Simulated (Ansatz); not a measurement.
# Ruthenium, hcp under LDA: from relaxation to bulk modulus

What does LDA give for ruthenium in the hcp structure? We relax it, solve it on a dense k-mesh, switch on spin-orbit coupling, then scale the cell to 7 volumes from 88 to 112 % of the relaxed one and try a fit of the equation of state. The start is ferromagnetic. The k-meshes are 13×13×8 for the relaxation; 22×22×12 for the dense run; 13×13×8 for spin-orbit coupling; 22×22×12 for the volumes. It starts from a deposited cell (COD).

Program: Ansatz 0.2.0. Level of theory: DFT LDA (PW92), plane waves (420 eV) with PAW, scalar-relativistic; the PAW data stem from PBE, with regenerated cores. These are calculated values, not measurements.

**1. The system as given**

Symmetry: P6_3/mmc, No. 194, hexagonal system. Conventional cell: a = 2.704 Å, b = 2.704 Å, c = 4.282 Å, α = 90.00°, β = 90.00°, γ = 120.00°. Ru (site symmetry -6m2) is surrounded by 12 Ru at 2.65 to 2.70 Å.

Structure file:

```
Ru
1.0
     2.70389    0.00000    0.00000
    -1.35194    2.34164    0.00000
     0.00000    0.00000    4.28168
Ru
2
Direct
  0.33333 0.66667 0.25000
  0.66667 0.33333 0.75000
```

Starting moments (μB): +1 ×2.

**2. Relaxation of the cell**

Input file input.yaml:

```yaml
crystal:
  lattice:
    - [2.7038898633, 0.0, 0.0]
    - [-1.3519449316, 2.3416373106, 0.0]
    - [0.0, 0.0, 4.28168]
  atoms:
    - { symbol: Ru, position: [0.3333333333, 0.6666666667, 0.25], spin: 1.0 }
    - { symbol: Ru, position: [0.6666666667, 0.3333333333, 0.75], spin: 1.0 }
hamiltonian:
  xc: lda
  pseudopotentials:
    kind: paw
    azcp:
      Ru: "pseudopotentials/Ru.paw.azcp"
basis:
  ecutwfc: 420
  fft_grid_basis: typed
kpoints:
  mp_grid: { grid: [13, 13, 8], shift: [0, 0, 0] }
magnetization:
  spin_polarized: true
scf:
  occupations: { method: fermi_dirac, width: 0.05 }
relax:
  max_steps: 60
  f_tol: 0.01
  cell: {}
```

Log:

```text
Warning: <dir> the record states the generating functional pbe (its physics header spells it `PBE`), which answers neither for hamiltonian.xc's functional nor for the lda family's — results may be inconsistent (PPs are generated against a specific XC)
Warning: RAYON_NUM_THREADS=4 ignored (pool sized by the plan → 4); use --threads N
Engine: ansatz 0.2.0, aarch64-unknown-linux-gnu
Pseudopotentials: kind: paw
Pseudopotential: Ru, paw, valence charge 16, recommended cutoff 420 eV (normal), <dir>
Functional definition: SPW92
  exchange = slater_x
  correlation = pw_c
Crystal: 2 atoms, lattice volume = 27.110 Å³
Basis set: ecut = 420 eV, 537 PW (Γ)
Bands: 21, of which v1, the nominal top of the filled ones, is band 16 counted from 1 (15 counted from 0)
Symmetry: 24 space group operations
Space group: P63/mmc (ITA 194), of the structure as read, at distance tolerance 3.0e-5 Å
Magnetic group: BNS 194.263 (UNI 1493), of the structure as read, at distance tolerance 3.0e-5 Å
k-points: 105 of 1352
Non-local potential: Ru, projectors of the file, l = 0: 3, l = 1: 2, l = 2: 2, l = 3: 1
PAW form: soft (Blöchl's): semilocal exchange-correlation on the pseudo side does not see the compensation charge
PAW frozen core: Ru, regenerated for the run's functional, and the local potential with it (the file was generated under x = pbe(κ = 0.804, μ = 0.2195149727645171), c = pbe(β = 0.06672455060314922))
PAW one-centre angular grid: Ru, 590 points (default); XC on 64 Gauss nodes
Initial density: superposition of atomic densities (chi_scale 0.1, normalization cell)
Starting moments: Σ|m| = 2 μB on 2 of 2 sites
Initial wavefunctions: pseudopotential atomic-orbital guess
Functional: x = slater, c = lda
SCF iter   1: F=—  HF=-11518.703425 eV  |F-HF|=—  |Δ(HF+E_count)|=         —  Δρ=8.59e-2 (↑8.59e-2 ↓5.20e-2)  dr2=4.40e0  dr2_m=2.06e-1  M=0.810 μB ∫|m|=0.815 μB  β_m=0.30  ethr=3.10e-3  ⟨swp⟩=5.1  Hψ=17889  notcnv=0
Mixer restart at iter 1: flushing history
preconditioner: auto → none  [metal: Δε(μ)=0.007 eV  Ē_g=8.116 eV  σ=0.050 eV  W_gap=0.03  n_scr=8 (ndim 8)  ℏωp=28.5 eV  f_vac=0.000  D(μ)=1.91/eV (n_scr^D=22)  sad-step TF]
SCF iter   2: F=—  HF=-11517.104525 eV  |F-HF|=—  |Δ(HF+E_count)|=    1.60e0  Δρ=6.03e-2 (↑6.03e-2 ↓3.37e-2)  dr2=1.90e0  dr2_m=1.35e-1  M=0.693 μB ∫|m|=0.699 μB  β_m=0.59  ethr=3.10e-3  ⟨swp⟩=2.8  Hψ=8631  notcnv=0  defer=69
SCF iter   3: F=—  HF=-11516.492002 eV  |F-HF|=—  |Δ(HF+E_count)|=   6.13e-1  Δρ=1.12e-2 (↑1.05e-2 ↓1.12e-2)  dr2=8.06e-3  dr2_m=2.38e-2  M=0.338 μB ∫|m|=0.347 μB  β_m=0.80  ethr=3.10e-3  ⟨swp⟩=2.2  Hψ=7954  notcnv=0  defer=69
SCF iter   4: F=—  HF=-11516.562871 eV  |F-HF|=—  |Δ(HF+E_count)|=         —  Δρ=8.79e-3 (↑8.79e-3 ↓7.46e-3)  dr2=8.60e-4  dr2_m=1.62e-2  M=0.012 μB ∫|m|=0.021 μB  β_m=0.80  ethr=2.52e-5  ⟨swp⟩=2.1  Hψ=10460  notcnv=0  defer=42
Mixer restart at iter 4: flushing history
SCF iter   5: F=—  HF=-11516.558456 eV  |F-HF|=—  |Δ(HF+E_count)|=   4.42e-3  Δρ=2.81e-3 (↑1.45e-3 ↓2.81e-3)  dr2=6.90e-4  dr2_m=1.08e-3  M=0.003 μB ∫|m|=0.007 μB  β_m=0.90  ethr=2.69e-6  ⟨swp⟩=2.0  Hψ=7986  notcnv=0  defer=42
SCF iter   6: F=—  HF=-11516.558911 eV  |F-HF|=—  |Δ(HF+E_count)|=   4.55e-4  Δρ=1.55e-3 (↑1.55e-3 ↓1.26e-3)  dr2=1.91e-3  dr2_m=6.80e-6  M=0.000 μB ∫|m|=0.001 μB  β_m=0.67  ethr=2.16e-6  ⟨swp⟩=2.0  Hψ=8455  notcnv=0  defer=42
SCF iter   7: F=—  HF=-11516.557909 eV  |F-HF|=—  |Δ(HF+E_count)|=   1.00e-3  Δρ=4.92e-5 (↑4.92e-5 ↓3.70e-5)  dr2=1.32e-7  dr2_m=4.15e-7  M=0.000 μB ∫|m|=0.000 μB  β_m=0.79  ethr=2.16e-6  ⟨swp⟩=2.0  Hψ=7549  notcnv=0  defer=42
SCF iter   8: F=—  HF=-11516.557909 eV  |F-HF|=—  |Δ(HF+E_count)|=   1.09e-7  Δρ=7.95e-6 (↑6.85e-6 ↓7.95e-6)  dr2=3.22e-9  dr2_m=1.16e-8  M=-0.000 μB ∫|m|=0.000 μB  β_m=0.83  ethr=4.14e-10  ⟨swp⟩=2.2  Hψ=8042  notcnv=0  defer=42
SCF iter   9: F=—  HF=-11516.557909 eV  |F-HF|=—  |Δ(HF+E_count)|=   2.00e-8  Δρ=1.76e-6 (↑1.40e-6 ↓1.76e-6)  dr2=1.78e-9  dr2_m=1.92e-10  M=-0.000 μB ∫|m|=0.000 μB  β_m=0.88  ethr=1.01e-11  ⟨swp⟩=2.0  Hψ=7492  notcnv=0  defer=42
SCF iter  10: F=-11516.557909 eV  HF=-11516.557909 eV  |F-HF|=5.09e-11  |Δ(HF+E_count)|=  9.68e-10  Δρ=2.99e-7 (↑2.36e-7 ↓2.99e-7)  dr2=6.28e-11  dr2_m=1.79e-12  M=-0.000 μB ∫|m|=0.000 μB  ethr=5.57e-12  ⟨swp⟩=1.2  Hψ=12264  notcnv=0
WARN: the starting moments were not kept: the SCF closed with an absolute magnetisation of 7.8e-7 μB, where they sum to 2 μB in size (2 sites). That is at most 0.1 of that sum. Measured as dr2_m measures the in/out step, that magnetisation stands 5.5e-14 eV from none, at or under the dr2_threshold of 1.0e-7 eV: it is no larger than a step whose dr2_m would equal this threshold. The system may hold no moment; this SCF shows only that its start led to no more than that. To try another start: raise the starting moments (crystal.atoms[].spin, magnetization.per_species, magnetization.initial_magnetization, or on a non-collinear deck that types none of these the spinor_matrix: blocks that start its atoms; where the total moment is fixed, keep their sum and leave initial_magnetization as it is; typed ones take the place of any that the run laid by itself, positive ones on a crystal's lanthanoids without a Hubbard term where scf.initial_density.shell_occupations: [] is typed) or, if the notice of its spin-set hold's release reads "site moments contracting" or "site moments show no strong build", lengthen the hold (scf.mixing.spin_hold: { on: { confirm: 4 } }; for m-r²SCAN on two components see the key's manual first). Each may lead to a state that holds a moment. A second SCF, from the converged charge density, with the starting moments and any scf.initial_density.shell_occupations laid on it anew, would have followed, and was not run: the deck does not ask for one (magnetization.retry_lost_moments is false, the default). To let it run, set magnetization.retry_lost_moments: true and run the deck again, where that key's refused combinations let it; where memory then withholds it, that run's warning says so.
SCF 1 converged in 10 iterations: F = -11516.557909 eV  dr2 = 6.28e-11
relax step   1: F+E_penalty+E_count = -11516.55790891 eV  Δ(F+E_penalty+E_count) = +0.000e0 eV  max|allowed force component| = 2.313e-17 eV/Å  Δτ_max = 0.0000 Å  P = -11.889 GPa  Ω = 27.110 Å³  (10 SCF iters, dr2 threshold 1.00e-7 eV, accepted)
Crystal: 2 atoms, lattice volume = 25.142 Å³
Basis set: ecut = 420 eV, 511 PW (Γ)
Initial density: handed on by an earlier stage of this run
Starting moments: Σ|m| = 2 μB on 2 of 2 sites; this step starts from the density that it was given
Initial wavefunctions: those handed on with the density
iter 1 solved again at ethr=3.91e-5 eV; its pass at ethr=3.10e-3 eV (dr2=1.25e-2 eV) is discarded
SCF iter   1: F=—  HF=-11516.516161 eV  |F-HF|=—  |Δ(HF+E_count)|=         —  Δρ=6.27e-3 (↑6.27e-3 ↓3.49e-3)  dr2=1.26e-2  dr2_m=2.05e-3  M=0.029 μB ∫|m|=0.029 μB  β_m=0.30  ethr=3.91e-5  ⟨swp⟩=1.9  Hψ=23895  notcnv=0
preconditioner: auto → none  [metal: Δε(μ)=0.018 eV  Ē_g=8.364 eV  σ=0.050 eV  W_gap=0.09  n_scr=8 (ndim 8)  ℏωp=29.6 eV  f_vac=0.000  D(μ)=1.33/eV (n_scr^D=10)]
SCF iter   2: F=—  HF=-11516.522152 eV  |F-HF|=—  |Δ(HF+E_count)|=   5.99e-3  Δρ=3.74e-3 (↑3.74e-3 ↓2.31e-3)  dr2=1.75e-3  dr2_m=1.23e-3  M=0.021 μB ∫|m|=0.021 μB  β_m=0.39  ethr=3.91e-5  ⟨swp⟩=2.3  Hψ=6377  notcnv=0
SCF iter   3: F=—  HF=-11516.536118 eV  |F-HF|=—  |Δ(HF+E_count)|=   1.40e-2  Δρ=1.65e-3 (↑1.65e-3 ↓1.60e-3)  dr2=2.76e-4  dr2_m=4.29e-4  M=0.010 μB ∫|m|=0.010 μB  β_m=0.67  ethr=5.48e-6  ⟨swp⟩=1.0  Hψ=4410  notcnv=0
SCF iter   4: F=—  HF=-11516.543998 eV  |F-HF|=—  |Δ(HF+E_count)|=         —  Δρ=4.70e-4 (↑2.20e-4 ↓4.70e-4)  dr2=5.02e-5  dr2_m=1.78e-5  M=0.001 μB ∫|m|=0.001 μB  β_m=0.67  ethr=8.63e-7  ⟨swp⟩=2.0  Hψ=7344  notcnv=0
Mixer restart at iter 4: flushing history
SCF iter   5: F=—  HF=-11516.544266 eV  |F-HF|=—  |Δ(HF+E_count)|=   2.68e-4  Δρ=1.45e-4 (↑1.45e-4 ↓1.43e-4)  dr2=2.60e-6  dr2_m=3.11e-6  M=0.000 μB ∫|m|=0.000 μB  β_m=0.69  ethr=1.57e-7  ⟨swp⟩=2.0  Hψ=7113  notcnv=0
SCF iter   6: F=—  HF=-11516.544313 eV  |F-HF|=—  |Δ(HF+E_count)|=   4.73e-5  Δρ=1.03e-4 (↑4.81e-5 ↓1.03e-4)  dr2=3.96e-6  dr2_m=4.97e-7  M=0.000 μB ∫|m|=0.000 μB  β_m=0.70  ethr=8.12e-9  ⟨swp⟩=2.0  Hψ=7792  notcnv=0
SCF iter   7: F=—  HF=-11516.544323 eV  |F-HF|=—  |Δ(HF+E_count)|=   1.00e-5  Δρ=6.13e-6 (↑6.13e-6 ↓4.79e-6)  dr2=5.41e-9  dr2_m=2.65e-9  M=-0.000 μB ∫|m|=0.000 μB  β_m=0.80  ethr=8.12e-9  ⟨swp⟩=2.0  Hψ=7115  notcnv=0
SCF iter   8: F=-11516.544323 eV  HF=-11516.544323 eV  |F-HF|=1.44e-9  |Δ(HF+E_count)|=  9.51e-10  Δρ=1.53e-6 (↑1.53e-6 ↓1.49e-6)  dr2=1.92e-9  dr2_m=5.68e-12  M=-0.000 μB ∫|m|=0.000 μB  ethr=1.69e-11  ⟨swp⟩=1.1  Hψ=13016  notcnv=0
the starting moments were not kept: the SCF closed with an absolute magnetisation of 1.2e-6 μB, where they sum to 2 μB in size (2 sites). That is at most 0.1 of that sum. Measured as dr2_m measures the in/out step, that magnetisation stands 2.6e-13 eV from none, at or under the dr2_threshold of 2.0e-7 eV: it is no larger than a step whose dr2_m would equal this threshold.
SCF 2 converged in 8 iterations: F = -11516.544323 eV  dr2 = 1.92e-9
relax step   2: F+E_penalty+E_count = -11516.54432343 eV  Δ(F+E_penalty+E_count) = +1.359e-2 eV  max|allowed force component| = 1.850e-17 eV/Å  Δτ_max = 0.0000 Å  P = +16.332 GPa  Ω = 25.142 Å³  energy of the carried Pulay correction = +3.569e-4 eV  (8 SCF iters, dr2 threshold 2.00e-7 eV, rejected (line search))
Crystal: 2 atoms, lattice volume = 26.246 Å³
iter 1 solved again at ethr=1.21e-5 eV; its pass at ethr=3.10e-3 eV (dr2=3.88e-3 eV) is discarded
SCF iter   1: F=—  HF=-11516.584756 eV  |F-HF|=—  |Δ(HF+E_count)|=         —  Δρ=3.51e-3 (↑3.51e-3 ↓1.98e-3)  dr2=4.31e-3  dr2_m=6.61e-4  M=-0.020 μB ∫|m|=0.020 μB  β_m=0.30  ethr=1.21e-5  ⟨swp⟩=2.0  Hψ=23277  notcnv=0
preconditioner: auto → none  [metal: Δε(μ)=0.022 eV  Ē_g=7.958 eV  σ=0.050 eV  W_gap=0.11  n_scr=8 (ndim 8)  ℏωp=29.0 eV  f_vac=0.000  D(μ)=1.48/eV (n_scr^D=22)]
SCF iter   2: F=—  HF=-11516.586944 eV  |F-HF|=—  |Δ(HF+E_count)|=   2.19e-3  Δρ=2.11e-3 (↑2.11e-3 ↓1.31e-3)  dr2=5.74e-4  dr2_m=4.09e-4  M=-0.014 μB ∫|m|=0.014 μB  β_m=0.39  ethr=1.21e-5  ⟨swp⟩=2.3  Hψ=5869  notcnv=0
SCF iter   3: F=—  HF=-11516.591830 eV  |F-HF|=—  |Δ(HF+E_count)|=   4.89e-3  Δρ=9.86e-4 (↑9.86e-4 ↓9.52e-4)  dr2=1.07e-4  dr2_m=1.59e-4  M=-0.007 μB ∫|m|=0.007 μB  β_m=0.67  ethr=1.79e-6  ⟨swp⟩=1.0  Hψ=4410  notcnv=0
SCF iter   4: F=—  HF=-11516.594811 eV  |F-HF|=—  |Δ(HF+E_count)|=         —  Δρ=3.01e-4 (↑1.43e-4 ↓3.01e-4)  dr2=2.24e-5  dr2_m=7.67e-6  M=-0.001 μB ∫|m|=0.001 μB  β_m=0.67  ethr=3.33e-7  ⟨swp⟩=2.0  Hψ=7316  notcnv=0
Mixer restart at iter 4: flushing history
SCF iter   5: F=—  HF=-11516.594923 eV  |F-HF|=—  |Δ(HF+E_count)|=   1.12e-4  Δρ=9.94e-5 (↑9.94e-5 ↓8.97e-5)  dr2=1.39e-6  dr2_m=1.39e-6  M=-0.000 μB ∫|m|=0.000 μB  β_m=0.68  ethr=6.98e-8  ⟨swp⟩=2.0  Hψ=7153  notcnv=0
SCF iter   6: F=—  HF=-11516.594941 eV  |F-HF|=—  |Δ(HF+E_count)|=   1.77e-5  Δρ=6.92e-5 (↑3.13e-5 ↓6.92e-5)  dr2=1.81e-6  dr2_m=2.57e-7  M=-0.000 μB ∫|m|=0.000 μB  β_m=0.69  ethr=4.35e-9  ⟨swp⟩=2.0  Hψ=7798  notcnv=0
SCF iter   7: F=—  HF=-11516.594946 eV  |F-HF|=—  |Δ(HF+E_count)|=   4.53e-6  Δρ=4.01e-6 (↑4.01e-6 ↓3.26e-6)  dr2=2.42e-9  dr2_m=1.15e-9  M=0.000 μB ∫|m|=0.000 μB  β_m=0.79  ethr=4.35e-9  ⟨swp⟩=2.0  Hψ=7050  notcnv=0
SCF iter   8: F=—  HF=-11516.594946 eV  |F-HF|=—  |Δ(HF+E_count)|=   1.45e-9  Δρ=1.10e-6 (↑1.01e-6 ↓1.10e-6)  dr2=1.07e-9  dr2_m=2.35e-12  M=0.000 μB ∫|m|=0.000 μB  β_m=0.73  ethr=7.56e-12  ⟨swp⟩=2.0  Hψ=7869  notcnv=0
SCF iter   9: F=—  HF=-11516.594946 eV  |F-HF|=—  |Δ(HF+E_count)|=  2.51e-10  Δρ=2.33e-7 (↑1.95e-7 ↓2.33e-7)  dr2=3.84e-11  dr2_m=1.84e-13  M=-0.000 μB ∫|m|=0.000 μB  β_m=0.87  ethr=3.33e-12  ⟨swp⟩=2.0  Hψ=6010  notcnv=0
SCF iter  10: F=—  HF=-11516.594946 eV  |F-HF|=—  |Δ(HF+E_count)|=  1.18e-10  Δρ=4.88e-8 (↑3.92e-8 ↓4.88e-8)  dr2=1.66e-12  dr2_m=8.04e-15  M=-0.000 μB ∫|m|=0.000 μB  β_m=0.85  ethr=1.00e-12  ⟨swp⟩=1.0  Hψ=4410  notcnv=0
SCF iter  11: F=-11516.594946 eV  HF=-11516.594946 eV  |F-HF|=3.64e-12  |Δ(HF+E_count)|=    0.00e0  Δρ=1.04e-8 (↑9.36e-9 ↓1.04e-8)  dr2=9.60e-14  dr2_m=9.33e-17  M=-0.000 μB ∫|m|=0.000 μB  ethr=1.00e-12  ⟨swp⟩=3.3  Hψ=15884  notcnv=0
the starting moments were not kept: the SCF closed with an absolute magnetisation of 4.1e-9 μB, where they sum to 2 μB in size (2 sites). That is at most 0.1 of that sum. Measured as dr2_m measures the in/out step, that magnetisation stands 5.1e-18 eV from none, at or under the dr2_threshold of 2.0e-11 eV: it is no larger than a step whose dr2_m would equal this threshold.
SCF 3 converged in 11 iterations: F = -11516.594946 eV  dr2 = 9.60e-14
relax step   3: F+E_penalty+E_count = -11516.59494569 eV  Δ(F+E_penalty+E_count) = -3.704e-2 eV  max|allowed force component| = 2.544e-17 eV/Å  Δτ_max = 0.0000 Å  P = -0.978 GPa  Ω = 26.246 Å³  energy of the carried Pulay correction = +1.532e-4 eV  (11 SCF iters, accepted)
[... 11 lines left out ...]
relax step   4: F+E_penalty+E_count = -11516.59518425 eV  Δ(F+E_penalty+E_count) = -2.386e-4 eV  max|allowed force component| = 5.320e-17 eV/Å  Δτ_max = 0.0000 Å  P = +0.070 GPa  Ω = 26.172 Å³  energy of the carried Pulay correction = +1.667e-4 eV  (6 SCF iters, dr2 threshold 2.00e-7 eV, accepted)
[... 11 lines left out ...]
relax step   5: F+E_penalty+E_count = -11516.59518465 eV  Δ(F+E_penalty+E_count) = -3.961e-7 eV  max|allowed force component| = 2.776e-17 eV/Å  Δτ_max = 0.0000 Å  P = +0.001 GPa  Ω = 26.177 Å³  energy of the carried Pulay correction = +1.658e-4 eV  (5 SCF iters, dr2 threshold 2.43e-8 eV, accepted)
Initial wavefunctions: pseudopotential atomic-orbital guess (no wavefunctions were taken with the density)
iter 1 solved again at ethr=9.54e-9 eV; its pass at ethr=3.10e-3 eV (dr2=3.05e-6 eV) is discarded
SCF iter   1: F=—  HF=-11516.595043 eV  |F-HF|=—  |Δ(HF+E_count)|=         —  Δρ=1.18e-5 (↑1.17e-5 ↓1.18e-5)  dr2=3.79e-8  dr2_m=1.05e-13  M=-0.000 μB ∫|m|=0.000 μB  β_m=0.65  ethr=9.54e-9  ⟨swp⟩=3.0  Hψ=31209  notcnv=0
SCF iter   2: F=—  HF=-11516.595043 eV  |F-HF|=—  |Δ(HF+E_count)|=   3.36e-8  Δρ=5.02e-6 (↑5.02e-6 ↓5.02e-6)  dr2=1.39e-8  dr2_m=2.94e-14  M=-0.000 μB ∫|m|=0.000 μB  β_m=0.38  ethr=1.19e-10  ⟨swp⟩=2.0  Hψ=7786  notcnv=0
SCF iter   3: F=—  HF=-11516.595043 eV  |F-HF|=—  |Δ(HF+E_count)|=   4.51e-9  Δρ=3.48e-6 (↑3.48e-6 ↓3.48e-6)  dr2=1.43e-9  dr2_m=2.35e-14  M=-0.000 μB ∫|m|=0.000 μB  β_m=0.69  ethr=4.36e-11  ⟨swp⟩=2.1  Hψ=6222  notcnv=0
SCF iter   4: F=—  HF=-11516.595043 eV  |F-HF|=—  |Δ(HF+E_count)|=   3.67e-8  Δρ=8.31e-7 (↑8.31e-7 ↓8.29e-7)  dr2=6.28e-10  dr2_m=6.74e-16  M=-0.000 μB ∫|m|=0.000 μB  β_m=0.85  ethr=4.46e-12  ⟨swp⟩=2.0  Hψ=7794  notcnv=0
SCF iter   5: F=—  HF=-11516.595043 eV  |F-HF|=—  |Δ(HF+E_count)|=   5.92e-9  Δρ=2.07e-7 (↑2.07e-7 ↓2.07e-7)  dr2=3.84e-11  dr2_m=2.81e-17  M=0.000 μB ∫|m|=0.000 μB  β_m=0.82  ethr=1.96e-12  ⟨swp⟩=2.0  Hψ=7039  notcnv=0
SCF iter   6: F=—  HF=-11516.595043 eV  |F-HF|=—  |Δ(HF+E_count)|=  1.56e-10  Δρ=2.84e-8 (↑2.82e-8 ↓2.84e-8)  dr2=6.88e-13  dr2_m=9.81e-18  M=0.000 μB ∫|m|=0.000 μB  β_m=0.82  ethr=1.00e-12  ⟨swp⟩=2.0  Hψ=5926  notcnv=0
SCF iter   7: F=-11516.595043 eV  HF=-11516.595043 eV  |F-HF|=3.64e-12  |Δ(HF+E_count)|=  7.28e-12  Δρ=1.57e-8 (↑1.56e-8 ↓1.57e-8)  dr2=2.42e-13  dr2_m=3.39e-19  M=0.000 μB ∫|m|=0.000 μB  ethr=1.00e-12  ⟨swp⟩=3.1  Hψ=15754  notcnv=0
the starting moments were not kept: the SCF closed with an absolute magnetisation of 4.3e-10 μB, where they sum to 2 μB in size (2 sites). That is at most 0.1 of that sum. Measured as dr2_m measures the in/out step, that magnetisation stands 4.8e-20 eV from none, at or under the dr2_threshold of 2.0e-11 eV: it is no larger than a step whose dr2_m would equal this threshold.
SCF 6 converged in 7 iterations: F = -11516.595043 eV  dr2 = 2.42e-13
relax step   6: F+E_penalty+E_count = -11516.59504339 eV  Δ(F+E_penalty+E_count) = +1.413e-4 eV  max|allowed force component| = 1.850e-17 eV/Å  Δτ_max = 0.0000 Å  P = -0.003 GPa  Ω = 26.177 Å³  stress off target by 3.71e-3 GPa  SCF on the basis re-selected at this cell (its energy is not comparable with the rows above)  (7 SCF iters)
basis re-selected at this cell: Δ(F+E_penalty+E_count) = +1.413e-4 eV, ΔP = -0.004 GPa vs the last step (what re-selecting the basis moved, of the pressure what is left beyond the Pulay correction that the steps carried, after the strain that the cell walked since its last selection, with what the two solves' SCF thresholds leave and, on support functions, any second-order correction that the steps lacked; it is no measure of the basis error at this ecutwfc). The dense FFT grid was sized anew with the basis: this SCF ran on 18×18×30 points, the steps before it on 20×20×30, so part of this shift can come from that change (see relax.cell in the input reference). This SCF's stress stands 3.71e-3 GPa from its target on what of the cell is left free (relax.cell.stress_tol is 5.00e-2 GPa) and its largest allowed force component is 1.85e-17 eV/Å (relax.f_tol is 1.00e-2 eV/Å): within both
SCF converged after 7 iterations
Magnetization: 0.0000 μB (16.0000 up, 16.0000 down)
Absolute magnetization: 0.0000 μB (∫|ρ↑−ρ↓|, with the PAW one-centre terms)
Spin contamination: 0.0000 ħ² per cell (⟨S²⟩ above its minimum at these occupations)
Per-site moments (μB) at R_I (Å): [(1.9589039165415015e-10, 1.0782157363683815), (1.9589033131718626e-10, 1.0782157363683815)]
Free energy (F): -11516.595043 eV
Harris-Foulkes:  -11516.595043 eV  (|F-HF|=3.64e-12)
Internal energy: -11516.582841 eV  (E = F + TS)
E sigma→0 (E₀):  -11516.588942 eV
Entropy (-TS):   -0.012203 eV (-6.101 meV/atom)
Fermi energy:    24.337718 eV
--- Per-component energies (eV) ---
  E_band       = -83.813577
  E_kinetic    = 1031.555979
  E_local      = -2449.170667  (includes V_loc(G=0)·N_el)
  E_nonlocal   = 696.715696
  E_hartree    = 782.995034
  E_xc         = -380.352076
  E_vxc        = -479.482112  (∫ρ·V_xc dr)
  E_paw        = -6682.652004  (= ΣΔE_a)
  E_vpaw       = -449.422015  (= ΣTr[D̂ρ^β])
  E_aug_tail   = -0.000499  (compensation charges beyond the density's cutoff)
  E_ewald      = -4516.817674
  E_core_change = 1.143370  (= ΣΔE_core)
  E_smearing   = -0.012203  (= −TS)
  E_closure    = 0.000000  (closes the sum)
  Σ components = -11516.595043   (vs F -11516.595043, Δ=0.00e0)
--- Forces (eV/Å), atoms counted from 1 ---
  atom   1  Ru     0.00000000    -0.00000000     0.00000000
  atom   2  Ru    -0.00000000     0.00000000     0.00000000
  max |Σ_I F_I| component: 9.25e-18 eV/Å
--- Stress (GPa, compression-positive) ---
       -0.002512       0.000000       0.000000
        0.000000      -0.002512       0.000000
        0.000000       0.000000      -0.003714
  P = ⅓ Tr σ = -0.0029 GPa (-0.029 kbar)
--- Relaxed structure (5 steps of the walk, 4 accepted, 1 SCFs on fresh bases) ---
  F+E_penalty+E_count = -11516.59504339 eV   max|allowed force component| = 1.850e-17 eV/Å   (the final SCF, on the basis selected at the relaxed cell)
  cell:  # Å, volume = 26.1768 Å³
    - [2.6778378927358792, -2.858938149691053e-11, 0.0]
    - [-1.3389189463431805, 2.3190756423401546, 0.0]
    - [0.0, 0.0, 4.215197736939414]
  atoms:
    - { symbol: Ru, position: [0.3333333333333333, 0.6666666666666665, 0.24999999999999997] }
    - { symbol: Ru, position: [0.6666666666666667, 0.33333333333333326, 0.75] }
```

Run time: 11 s. Hardware: 4 threads of an Arm CPU, shared host; peak memory 0.36 GiB.

Step by step:

| step | energy change (meV/atom) | largest force (eV/Å) | pressure (GPa) | volume (Å³/atom) | accepted |
| --- | --- | --- | --- | --- | --- |
| 1 | 0.00 | 0.0000 | -11.89 | 13.555 | yes |
| 2 | 6.79 | 0.0000 | 16.33 | 12.571 | no |
| 3 | -18.52 | 0.0000 | -0.98 | 13.123 | yes |
| 4 | -18.64 | 0.0000 | 0.07 | 13.086 | yes |
| 5 | -18.64 | 0.0000 | 0.00 | 13.088 | yes |
| 6 | -18.57 | 0.0000 | 0.00 | 13.088 | yes |

Steps that repeat a cell are solved on a basis chosen anew, so their changes of energy are no gain of the relaxation.

Changes in the cell that was computed:

|  | before | after | change |
| --- | --- | --- | --- |
| a (Å) | 2.704 | 2.678 | -1.0 % |
| b (Å) | 2.704 | 2.678 | -1.0 % |
| c (Å) | 4.282 | 4.215 | -1.6 % |
| volume (Å³/atom) | 13.555 | 13.088 | -3.4 % |
| shortest distance (Å) | 2.650 | 2.614 | -1.3 % |
| space group (spins left aside) | P6_3/mmc | P6_3/mmc | same |

[end of part 1 of 2]
